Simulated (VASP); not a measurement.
# Fe (Fmmm) in VASP: notebook, part 2 of 2

VASP 6.6.1.

### Step 3. Single point, PBEsol, collinear spin, ferromagnetic start

File INCAR:

```
  PREC = Accurate
  ENCUT = 450
  EDIFF = 1E-6
  ISMEAR = 1
  SIGMA = 0.02
  LREAL = False
  LASPH = True
  NELM = 100
  ALGO = Normal
  ISIF = 2
  LWAVE = False
  LCHARG = False
  ISPIN = 2
  MAGMOM = 3
  LORBIT = 11
  LMAXMIX = 4
  GGA = PS
  NBANDS = 14
  ADDGRID = False
```

File KPOINTS:

```
Automatic mesh
0
Gamma
  6 6 6
```

File POSCAR:

```
Fe
1.0
    0.0000000000      1.9417396906      1.9651051623
    1.4984397099      0.0000000000      1.9651051623
    1.4984397099      1.9417396906      0.0000000000
Fe
1
Direct
    0.0000000000      0.0000000000      0.0000000000
```

Potentials or basis: VASP PAW PBE potentials, release 64 (Fe).

Started as:

```bash
cat potpaw_PBE.64/Fe/POTCAR > POTCAR
mpirun -np 1 vasp_std > vasp.out
```

OUTCAR:

```text
PREC = Accurate
   ENCUT = 450
   EDIFF = 1E-6
   ISMEAR = 1
   LREAL = False
   LASPH = True
   NELM = 100
   ISIF = 2
   ISPIN = 2
   LORBIT = 11
   GGA = PS

 Found     46 irreducible k-points:

 Following reciprocal coordinates:
            Coordinates               Weight
  0.000000  0.000000  0.000000      1.000000
  0.166667 -0.000000 -0.000000      8.000000
  0.333333 -0.000000  0.000000      8.000000
  0.500000 -0.000000 -0.000000      4.000000
  0.166667  0.166667  0.000000      2.000000
  0.333333  0.166667  0.000000      8.000000
   k-points           NKPTS =     46   k-points in BZ     NKDIM =     46   number of bands    NBANDS=     14
   number of dos      NEDOS =    301   number of ions     NIONS =      1
   total plane-waves  NPLWV =   6480
   dimension x,y,z NGX =    20 NGY =   18 NGZ =   18
   dimension x,y,z NGXF=    40 NGYF=   36 NGZF=   36
   ions per type =               1
   NGX,Y,Z   is equivalent  to a cutoff of  12.04, 12.11, 12.20 a.u.
   NGXF,Y,Z  is equivalent  to a cutoff of  24.07, 24.22, 24.40 a.u.
 SYSTEM =  unknown system
   PREC   = accura    normal or accurate (medium, high low for compatibility)
   ISTART =      0    job   : 0-new  1-cont  2-samecut
   ICHARG =      2    charge: 1-file 2-atom 10-const
   ISPIN  =      2    spin polarized calculation?
   LNONCOLLINEAR =      F non collinear calculations
   LSORBIT =      F    spin-orbit coupling
   LASPH  =      T    aspherical Exc in radial PAW
   ENCUT  =  450.0 eV  33.07 Ry    5.75 a.u.   4.78  4.27  4.24*2*pi/ulx,y,z
   NELM   =    100;   NELMIN=  2; NELMDL= -5     # of ELM steps
   EDIFF  = 0.1E-05   stopping-criterion for ELM
   LREAL  =      F    real-space projection
   EDIFFG = 0.1E-04   stopping-criterion for IOM
   NSW    =      0    number of steps for IOM
   IBRION =     -1    ionic relax: 0-MD 1-quasi-New 2-CG
   NFREE  =      0    steps in history (QN), initial steepest desc. (CG)
   ISIF   =      2    stress and relaxation
   ISYM   =      2    0-nonsym 1-usesym 2-fastsym
   POTIM  = 0.5000    time-step for ionic-motion
   TEBEG  =    0.0;   TEEND  =   0.0 temperature during run
   PSTRESS=    0.0 pullay stress
   NELECT =       8.0000    total number of electrons
   NUPDOWN=      -1.0000    fix difference up-down
   EMIN   =  10.00;   EMAX   =-10.00  energy-range for DOS
   EFERMI =   0.00;   METHOD = LEGACY
   ISMEAR =     1;   SIGMA  =   0.02  broadening in eV -4-tet -1-fermi 0-gaus
   EFERMI_NEDOS =   21; number of points for ismear=-14 and -15
   IALGO  =     38    algorithm
   IMIX   =      4    mixing-type and parameters
     AMIX     =   0.40;   BMIX     =  1.00
     AMIX_MAG =   1.60;   BMIX_MAG =  1.00
[... 128 lines left out ...]
      5       4.8653      1.00000
      6       5.1243      1.00000
      7      21.0020      0.00000
      8      22.7497      0.00000
      9      27.1115      0.00000
     10      30.5554      0.00000
     11      35.1638      0.00000
     12      37.1419      0.00000
     13      40.5448      0.00000
     14      43.9517      0.00000

 [... further k-points ...]

 spin component 2

 k-point     1 :       0.0000    0.0000    0.0000
  band No.  band energies     occupation
      1      -2.6122      1.00000
      2       5.0977      1.00000
      3       5.2228      1.00000
      4       5.6952     -0.00000
      5       6.8922      0.00000
      6       7.5099      0.00000
      7      29.2711      0.00000
      8      30.7982      0.00000
      9      31.0930      0.00000
     10      35.4932      0.00000
     11      36.2865      0.00000
     12      37.4072      0.00000
     13      37.6340      0.00000
     14      37.7317      0.00000
[... 71 lines left out ...]
      1       0.4865      1.00000
      2       4.3877      1.00000
      3       4.7671      1.00000
      4       6.7859      0.00000
      5       7.2279      0.00000
      6       7.5694      0.00000
      7      21.7324      0.00000
      8      23.4019      0.00000
      9      27.7868      0.00000
     10      30.8446      0.00000
     11      35.5845      0.00000
     12      37.7063      0.00000
     13      41.1428      0.00000
     14      44.3154      0.00000

 [... further k-points ...]

------------------------ aborting loop because EDIFF is reached ----------------------------------------

  FORCE on cell =-STRESS in cart. coord.  units (eV):
  Direction    XX          YY          ZZ          XY          YZ          ZX
  --------------------------------------------------------------------------------------
  -------------------------------------------------------------------------------------
  Total       -1.1185097     -0.3389058     -0.5591612     -0.0000000      0.0000000      0.0000000
  in kB     -156.7127276    -47.4835906    -78.3432462     -0.0000000      0.0000000      0.0000000
  external PRESSURE =     -94.1798548 kB  Pullay stress =       0.0000000 kB

 VOLUME and BASIS-vectors are now :
 -----------------------------------------------------------------------------
  energy-cutoff  :      450.00
  volume of cell :       11.44
      direct lattice vectors                 reciprocal lattice vectors
     0.000000000  1.941739691  1.965105162    -0.333680426  0.257501045  0.254439309
     1.498439710  0.000000000  1.965105162     0.333680426 -0.257501045  0.254439309
     1.498439710  1.941739691  0.000000000     0.333680426  0.257501045 -0.254439309

 POSITION                                       TOTAL-FORCE (eV/Angst)
 -----------------------------------------------------------------------------------
      0.00000      0.00000      0.00000         0.000000      0.000000      0.000000
 -----------------------------------------------------------------------------------
    total drift:                                0.000000     -0.000000      0.000000

  FREE ENERGIE OF THE ION-ELECTRON SYSTEM (eV)
  ---------------------------------------------------
  free  energy   TOTEN  =        -8.9111644057 eV

  energy  without entropy=       -8.9111330419  energy(sigma->0) =       -8.91115395

 total charge

# of ion       s       p       d       tot
------------------------------------------
    1        0.491   0.532   6.239   7.262

 magnetization (x)

# of ion       s       p       d       tot
------------------------------------------
    1       -0.013  -0.047   2.315   2.256
```

stdout:

```text
POSCAR found type information on POSCAR Fe
 POSCAR found :  1 types and       1 ions
 scaLAPACK will be used
 -----------------------------------------------------------------------------
|                                                                             |
|                                                                             |
|     You enforced a specific xc type in the INCAR file but a different       |
|     I HOPE YOU KNOW WHAT YOU ARE DOING!                                     |
|                                                                             |
 -----------------------------------------------------------------------------

 LDA part: xc-table for (Slater+PW92), standard interpolation
 POSCAR, INCAR and KPOINTS ok, starting setup
 FFT: planning ... GRIDC
 FFT: planning ... GRID_SOFT
 FFT: planning ... GRID
 WAVECAR not read
 entering main loop
```

Wall time 8.8 s (1 thread of Intel Xeon 6975P-C (Granite Rapids), shared host); peak memory 0.13 GiB.

These settings aren't checked as converged: the numbers below hold their error.

Results:

- Free energy: -8.9112 eV
- Pressure: -9.4 GPa
- Band gap on the k mesh: none (metal or under the smearing width)
- Net moment: 2.27 μB per cell
- Site moments: Fe +2.26 μB
- Valence electrons inside the program's atomic spheres: Fe 7.26

Caveat: the k mesh is coarse (spacing up to 0.52 Å⁻¹), so the values aren't converged; the PAW data sets were made with another functional, which shifts forces and pressure a little.

### Step 4. Single point, PBEsol, collinear spin, ferromagnetic start

INCAR: that of step 3 with these lines changed.

```diff
@@ -1,2 +1,2 @@
-  PREC = Accurate
+  PREC = Low
   ENCUT = 450
@@ -4,3 +4,3 @@
   ISMEAR = 1
-  SIGMA = 0.02
+  SIGMA = 0.1
   LREAL = False
```

KPOINTS is that of step 3.

POSCAR is that of step 3.

Potentials or basis: VASP PAW PBE potentials, release 64 (Fe).

Started as:

```bash
cat potpaw_PBE.64/Fe/POTCAR > POTCAR
mpirun -np 1 vasp_std > vasp.out
```

OUTCAR:

```text
PREC = Low
   ENCUT = 450
   EDIFF = 1E-6
   ISMEAR = 1
   LREAL = False
   LASPH = True
   NELM = 100
   ISIF = 2
   ISPIN = 2
   LORBIT = 11
   GGA = PS

 Found     46 irreducible k-points:

 Following reciprocal coordinates:
            Coordinates               Weight
  0.000000  0.000000  0.000000      1.000000
  0.166667 -0.000000 -0.000000      8.000000
  0.333333 -0.000000  0.000000      8.000000
  0.500000 -0.000000 -0.000000      4.000000
  0.166667  0.166667  0.000000      2.000000
  0.333333  0.166667  0.000000      8.000000
   k-points           NKPTS =     46   k-points in BZ     NKDIM =     46   number of bands    NBANDS=     14
   number of dos      NEDOS =    301   number of ions     NIONS =      1
   total plane-waves  NPLWV =   2744
   dimension x,y,z NGX =    14 NGY =   14 NGZ =   14
   dimension x,y,z NGXF=    16 NGYF=   14 NGZF=   14
   ions per type =               1
   NGX,Y,Z   is equivalent  to a cutoff of   8.42,  9.42,  9.49 a.u.
   NGXF,Y,Z  is equivalent  to a cutoff of   9.63,  9.42,  9.49 a.u.
 SYSTEM =  unknown system
   PREC   = low       normal or accurate (medium, high low for compatibility)
   ISTART =      0    job   : 0-new  1-cont  2-samecut
   ICHARG =      2    charge: 1-file 2-atom 10-const
   ISPIN  =      2    spin polarized calculation?
   LNONCOLLINEAR =      F non collinear calculations
   LSORBIT =      F    spin-orbit coupling
   LASPH  =      T    aspherical Exc in radial PAW
   ENCUT  =  450.0 eV  33.07 Ry    5.75 a.u.   4.78  4.27  4.24*2*pi/ulx,y,z
   NELM   =    100;   NELMIN=  2; NELMDL= -5     # of ELM steps
   EDIFF  = 0.1E-05   stopping-criterion for ELM
   LREAL  =      F    real-space projection
   EDIFFG = 0.1E-04   stopping-criterion for IOM
   NSW    =      0    number of steps for IOM
   IBRION =     -1    ionic relax: 0-MD 1-quasi-New 2-CG
   NFREE  =      0    steps in history (QN), initial steepest desc. (CG)
   ISIF   =      2    stress and relaxation
   ISYM   =      2    0-nonsym 1-usesym 2-fastsym
   POTIM  = 0.5000    time-step for ionic-motion
   TEBEG  =    0.0;   TEEND  =   0.0 temperature during run
   PSTRESS=    0.0 pullay stress
   NELECT =       8.0000    total number of electrons
   NUPDOWN=      -1.0000    fix difference up-down
   EMIN   =  10.00;   EMAX   =-10.00  energy-range for DOS
   EFERMI =   0.00;   METHOD = LEGACY
   ISMEAR =     1;   SIGMA  =   0.10  broadening in eV -4-tet -1-fermi 0-gaus
   EFERMI_NEDOS =   21; number of points for ismear=-14 and -15
   IALGO  =     38    algorithm
   IMIX   =      4    mixing-type and parameters
     AMIX     =   0.40;   BMIX     =  1.00
     AMIX_MAG =   1.60;   BMIX_MAG =  1.00
  volume/ion in A,a.u.               =      11.44        77.17
  Fermi-wavevector in a.u.,A,eV,Ry     =   1.453303  2.746344 28.736719  2.112089
  Thomas-Fermi vector in A             =   2.570585
   LORBIT       =     11    0 simple, 1 ext, 2 COOP (PROOUT), +10 PAW based schemes
   GGA     = PS    functional components
   LHFCALC =     F    Hartree Fock is set to
   AEXX    =    0.0000 exact exchange contribution
   IVDW    =     0    specifies the selected vdW correction
   LEPSILON=     F    determine dielectric tensor
   LRPA    =     F    only Hartree local field effects (RPA)
 spin polarized calculation
 Methfessel and Paxton  Order N= 1 SIGMA  =   0.10
  energy-cutoff  :      450.00
  volume of cell :       11.44
 maximum number of plane-waves:       261
   NGX =  9   NGY =  9   NGZ =  9

 number of electron       7.9999783 magnetization       2.2585370

 Free energy of the ion-electron system (eV)
  ---------------------------------------------------
  ext. energy  EPLUGINS =         0.00000000
  ---------------------------------------------------
  free energy    TOTEN  =        -8.91104764 eV

  energy without entropy =       -8.91093034  energy(sigma->0) =       -8.91100854

 E-fermi :   5.5643     XC(G=0): -13.2346

 val. band max:        5.5348312951   @ k =  -0.1667   0.1667   0.1667
 cond. band min:       5.5910596547   @ k =   0.3333   0.1667   0.1667
 fundamental gap:      0.0562283596
 Fermi energy:         5.5643206196

 spin component 1

 k-point     1 :       0.0000    0.0000    0.0000
  band No.  band energies     occupation
      1      -2.8883      1.00000
      2       3.1506      1.00000
      3       3.2429      1.00000
      4       3.5919      1.00000
      5       4.3231      1.00000
      6       4.7216      1.00000
      7      29.3800      0.00000
      8      30.8568      0.00000
      9      31.1207      0.00000
     10      35.0623      0.00000
     11      36.1151      0.00000
     12      36.3628      0.00000
     13      36.8710      0.00000
     14      36.9623      0.00000

 k-point     2 :       0.1667   -0.0000   -0.0000
  band No.  band energies     occupation
      1      -1.8154      1.00000
      2       3.1040      1.00000
      3       3.1589      1.00000
      4       3.9746      1.00000
      5       4.2144      1.00000
      6       4.6420      1.00000
      7      24.7303      0.00000
      8      28.6918      0.00000
      9      30.2632      0.00000
     10      33.0327      0.00000
     11      33.4425      0.00000
     12      34.6193      0.00000
     13      37.9776      0.00000
     14      40.5837      0.00000
[... 37 lines left out ...]
      1      -1.7447      1.00000
      2       2.8094      1.00000
      3       3.4054      1.00000
      4       3.8384      1.00000
      5       4.4548      1.00000
      6       4.6063      1.00000
      7      25.9135      0.00000
      8      28.1197      0.00000
      9      28.7809      0.00000
     10      30.7026      0.00000
     11      33.6399      0.00000
     12      36.3207      0.00000
     13      39.9208      0.00000
     14      39.9366      0.00000

 k-point     6 :       0.3333    0.1667    0.0000
  band No.  band energies     occupation
      1       0.0617      1.00000
      2       2.6092      1.00000
      3       2.8652      1.00000
      4       4.2871      1.00000
      5       4.8695      1.00000
      6       5.1298      1.00000
      7      21.0051      0.00000
      8      22.7538      0.00000
      9      27.1149      0.00000
     10      30.5580      0.00000
     11      35.1674      0.00000
     12      37.1455      0.00000
     13      40.5484      0.00000
     14      43.9537      0.00000

 [... further k-points ...]

 spin component 2

 k-point     1 :       0.0000    0.0000    0.0000
  band No.  band energies     occupation
      1      -2.6136      1.00000
      2       5.0914      1.00000
      3       5.2197      1.00001
      4       5.6942     -0.03469
      5       6.8954     -0.00000
      6       7.5004     -0.00000
      7      29.2710      0.00000
      8      30.7961      0.00000
      9      31.0907      0.00000
     10      35.4957      0.00000
     11      36.2831      0.00000
     12      37.3999      0.00000
     13      37.6325      0.00000
     14      37.7282      0.00000

 k-point     2 :       0.1667   -0.0000   -0.0000
  band No.  band energies     occupation
      1      -1.5268      1.00000
      2       5.0260      1.00000
      3       5.1066      1.00000
      4       6.0773     -0.00000
      5       6.7304     -0.00000
      6       7.3947     -0.00000
      7      25.2603      0.00000
      8      28.7897      0.00000
      9      30.5457      0.00000
     10      33.8275      0.00000
     11      34.0513      0.00000
     12      35.0657      0.00000
     13      38.3760      0.00000
     14      41.1859      0.00000
[... 37 lines left out ...]
      1      -1.4538      1.00000
      2       4.6825      1.00000
      3       5.4439      1.03539
      4       5.8699     -0.00007
      5       7.0468     -0.00000
      6       7.3066     -0.00000
      7      26.3380      0.00000
      8      28.4182      0.00000
      9      29.0050      0.00000
     10      31.5727      0.00000
     11      34.4270      0.00000
     12      36.5109      0.00000
     13      40.2263      0.00000
     14      40.4400      0.00000

 k-point     6 :       0.3333    0.1667    0.0000
  band No.  band energies     occupation
      1       0.4851      1.00000
      2       4.3823      1.00000
      3       4.7648      1.00000
      4       6.7824     -0.00000
      5       7.2257     -0.00000
      6       7.5670      0.00000
      7      21.7306      0.00000
      8      23.4006      0.00000
      9      27.7850      0.00000
     10      30.8430      0.00000
     11      35.5838      0.00000
     12      37.7045      0.00000
     13      41.1413      0.00000
     14      44.3123      0.00000

 [... further k-points ...]

------------------------ aborting loop because EDIFF is reached ----------------------------------------

  FORCE on cell =-STRESS in cart. coord.  units (eV):
  Direction    XX          YY          ZZ          XY          YZ          ZX
  --------------------------------------------------------------------------------------
  -------------------------------------------------------------------------------------
  Total       -1.1866311     -0.3529378     -0.5556182      0.0000000      0.0000000      0.0000000
  in kB     -166.2571168    -49.4495845    -77.8468311      0.0000000      0.0000000      0.0000000
  external PRESSURE =     -97.8511775 kB  Pullay stress =       0.0000000 kB

 VOLUME and BASIS-vectors are now :
 -----------------------------------------------------------------------------
  energy-cutoff  :      450.00
  volume of cell :       11.44
      direct lattice vectors                 reciprocal lattice vectors
     0.000000000  1.941739691  1.965105162    -0.333680426  0.257501045  0.254439309
     1.498439710  0.000000000  1.965105162     0.333680426 -0.257501045  0.254439309
     1.498439710  1.941739691  0.000000000     0.333680426  0.257501045 -0.254439309

 POSITION                                       TOTAL-FORCE (eV/Angst)
 -----------------------------------------------------------------------------------
      0.00000      0.00000      0.00000         0.000000      0.000000      0.000000
 -----------------------------------------------------------------------------------
    total drift:                               -0.000000      0.000000      0.000000

  FREE ENERGIE OF THE ION-ELECTRON SYSTEM (eV)
  ---------------------------------------------------
  free  energy   TOTEN  =        -8.9110476431 eV

  energy  without entropy=       -8.9109303450  energy(sigma->0) =       -8.91100854

 total charge

# of ion       s       p       d       tot
------------------------------------------
    1        0.490   0.532   6.240   7.262

 magnetization (x)

# of ion       s       p       d       tot
------------------------------------------
    1       -0.013  -0.047   2.307   2.247
```

OSZICAR:

```text
N       E                     dE             d eps       ncg     rms          rms(c)
DAV:   1     0.179976788839E+02    0.17998E+02   -0.35250E+03  2872   0.631E+02
DAV:   2    -0.926108298970E+01   -0.27259E+02   -0.25075E+02  2828   0.119E+02
DAV:   3    -0.999265120622E+01   -0.73157E+00   -0.72068E+00  3194   0.204E+01
DAV:   4    -0.999487909754E+01   -0.22279E-02   -0.22278E-02  2996   0.102E+00
DAV:   5    -0.999488941643E+01   -0.10319E-04   -0.10319E-04  3176   0.724E-02    0.120E+01
DAV:   6    -0.900511649840E+01    0.98977E+00   -0.10963E+01  3206   0.384E+01    0.588E+00
DAV:   7    -0.892555097824E+01    0.79566E-01   -0.71328E-01  3176   0.946E+00    0.340E+00
DAV:   8    -0.891937730346E+01    0.61737E-02   -0.53869E-03  2854   0.494E-01    0.139E+00
DAV:   9    -0.891113796599E+01    0.82393E-02   -0.50556E-03  3418   0.361E-01    0.333E-01
DAV:  10    -0.891099318126E+01    0.14478E-03   -0.11268E-03  3026   0.194E-01    0.950E-02
DAV:  11    -0.891104502368E+01   -0.51842E-04   -0.64466E-05  2750   0.704E-02    0.322E-02
DAV:  12    -0.891104612056E+01   -0.10969E-05   -0.64255E-06  3214   0.252E-02    0.128E-02
DAV:  13    -0.891104742306E+01   -0.13025E-05   -0.28704E-06  2322   0.128E-02    0.799E-03
DAV:  14    -0.891104764310E+01   -0.22003E-06   -0.24464E-07  1426   0.548E-03
   1 F= -.89110476E+01 E0= -.89110085E+01  d E =-.117298E-03  mag=     2.2590
```

Wall time 3.5 s (1 thread of Intel Xeon 6975P-C (Granite Rapids), shared host); peak memory 0.11 GiB.

These settings aren't checked as converged: the numbers below hold their error.

Results:

* Free energy: -8.9110 eV
* Pressure: -9.8 GPa
* Band gap on the k mesh: none (metal or under the smearing width)
* Net moment: 2.26 μB per cell
* Site moments: Fe +2.25 μB
* Valence electrons inside the program's atomic spheres: Fe 7.26

Caveat: the k mesh is coarse (spacing up to 0.52 Å⁻¹), so the values aren't converged; the PAW data sets were made with another functional, which shifts forces and pressure a little.
